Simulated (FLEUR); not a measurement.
Crystal: ZnS (Wurtzite-2H).

```
Zn S
1.0
     3.81100    0.00000    0.00000
    -1.90550    3.30042    0.00000
     0.00000    0.00000    6.23400
Zn S
2 2
Direct
  0.66667 0.33333 0.50000
  0.33333 0.66667 0.00000
  0.66667 0.33333 0.88500
  0.33333 0.66667 0.38500
```

Base run:

* Program: FLEUR MaX-R8.1 (later development tree)
* Functional: r2SCAN
* Potentials or basis: all-electron
* Basis: FLAPW
* Kmax: 5.16 1/bohr
* k mesh: 8 × 8 × 5
* Occupations: fermi-dirac, width 0.05 eV
* Spin: no spin polarisation

Its results: band gap on the k mesh 2.82 eV, direct.

Task: The run is repeated on the same cell with these changes: functional from r2SCAN to LDA. What comes out?

Result: Band gap on the k mesh 1.99 eV, direct.

r2SCAN gives the wider gap, since meta-GGAs in the generalised Kohn-Sham scheme recover part of the derivative discontinuity.

Caveats: the meta-GGA is that of a development version, with a GGA for the radial functions and cores and without core tails (some runs).

Not every run made on this cell is shown here.
